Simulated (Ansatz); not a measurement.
# KBr: the cost of one run

Method: DFT PBE, scalar-relativistic, plane waves, PAW, in Ansatz 0.2.0.

2 further runs of the same task are left out: 2 set aside as unsound or not needed.

**1. Starting point**

It takes space group Fm-3m (No. 225, cubic). Conventional cell: a = 6.701 Å, b = 6.701 Å, c = 6.701 Å, α = 90.00°, β = 90.00°, γ = 90.00°. K (site symmetry m-3m) has 6 Br at 3.35 Å as nearest neighbours. Around Br (site symmetry m-3m) lie 6 K at 3.35 Å.

As a file:

```
K Br
1.0
     0.00000    3.35045    3.35045
     3.35045    0.00000    3.35045
     3.35045    3.35045    0.00000
K Br
1 1
Cartesian
  0.0000 0.0000 0.0000
  3.3504 3.3504 3.3504
```

It is the result of an earlier relaxation at this level (volume 37.61 Å³/atom; gap on the mesh: 4.32 eV).

**2. Next: the linear chain**

A free-standing chain of the crystal's atoms, periodic along c. Atoms and period relax; energies count from the bulk, -2162.2520 eV an atom.

The cell holds 1 K, 1 Br: a = 9.000 Å, b = 9.300 Å, c = 6.031 Å, α = 90.00°, β = 90.00°, γ = 90.00°.

**3. The relaxation run**

Pressure and volume refer to the whole cell with its vacuum; only the period along c may change.

input.yaml

```yaml
crystal:
  lattice:
    - [9.0, 0.0, 0.0]
    - [0.0, 9.3, 0.0]
    - [0.0, 0.0, 6.0308062365]
  atoms:
    - { symbol: K, position: [0.5, 0.5, 0.0], spin: 0.5 }
    - { symbol: Br, position: [0.5, 0.5, 0.5], spin: 0.5 }
basis:
  ecutwfc: 420
kpoints:
  mp_grid: { grid: [1, 1, 11] }
hamiltonian:
  xc: pbe
scf:
  occupations: { method: gaussian, width: 0.05 }
output:
  forces: true
  stress: true
  eigenvalues: true
  populations: true
  write_density: true
  write_potential: true
  elf: true
  volumetric_format: npy
magnetization:
  spin_polarized: true
relax:
  adjacent_minimum: "off"
  f_tol: 0.01
  max_steps: 45
  cell: { fix: [a, b, alpha, beta, gamma], stress_tol: 0.03 }
```

On the command line:

```sh
$ ansatz run input.yaml --threads 2 --pin off --max-ram 5120MiB --backend cpu --events-out ev --progress --plain --runs-dir out
```

**Question.** How long does this run take on 2 threads of AMD EPYC 9R14 (Zen 4), shared host, and how much memory does it need?

About 7.8 s, with a peak of 0.66 GiB.
